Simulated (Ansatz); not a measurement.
Write the native input for Ansatz 0.2.0 that does the following.

```yaml
Task: band structure
Functional: PBE
Potentials_or_basis: all-electron LAPW, scalar-relativistic
Cutoff: 147 eV (chosen from the basis error)
Basis_error_allowed: 0.001 eV/atom
k_mesh: 7 × 7 × 7
Occupations: fermi-dirac, width 0.05 eV
Spin: no spin polarisation
```

TePb:

```
CELL_PARAMETERS angstrom
4.00229 0.00000 0.00000
0.00000 4.00229 0.00000
0.00000 0.00000 4.00229
ATOMIC_POSITIONS crystal
Pb 0.00000 0.00000 0.00000
Te 0.50000 0.50000 0.50000
```

Measurements of this composition are mostly on another form, of space group No. 225.

The input as run:

input.yaml

```yaml
crystal:
  lattice:
    - [4.002287, 0.0, 0.0]
    - [0.0, 4.002287, 0.0]
    - [0.0, 0.0, 4.002287]
  atoms:
    - { symbol: Pb, position: [0.0, 0.0, 0.0] }
    - { symbol: Te, position: [0.5, 0.5, 0.5] }
kpoints:
  mp_grid: { grid: [7, 7, 7] }
  band_path:
    path:
      - [0.0, 0.0, 0.0]
      - [0.0, 0.5, 0.0]
      - [0.5, 0.5, 0.0]
      - [0.0, 0.0, 0.0]
      - [0.5, 0.5, 0.5]
      - [0.0, 0.5, 0.0]
    npoints: 10
scf:
  occupations: { method: fermi_dirac, width: 0.05 }
hamiltonian:
  xc: pbe
  pseudopotentials: { kind: all_electron, lapw: { basis_error: 0.001 } }
output:
  forces: true
  stress: true
  eigenvalues: true
```

Potentials or basis: all-electron LAPW, scalar-relativistic.

Launch:

```bash
$ ansatz run input.yaml --threads 1 --pin off --max-ram 3072MiB --backend cpu --events-out ev --progress --plain --runs-dir out
```

Results of the run:

```yaml
Pressure: 0.0 GPa
Band_gap_along_the_path: none (metal or under the smearing width)
```

Caveat: spin-orbit coupling is left out, which moves the levels of the heavy elements.

It took 19 s on 1 thread of Arm Neoverse N1, on a shared host, peak memory 0.27 GiB.
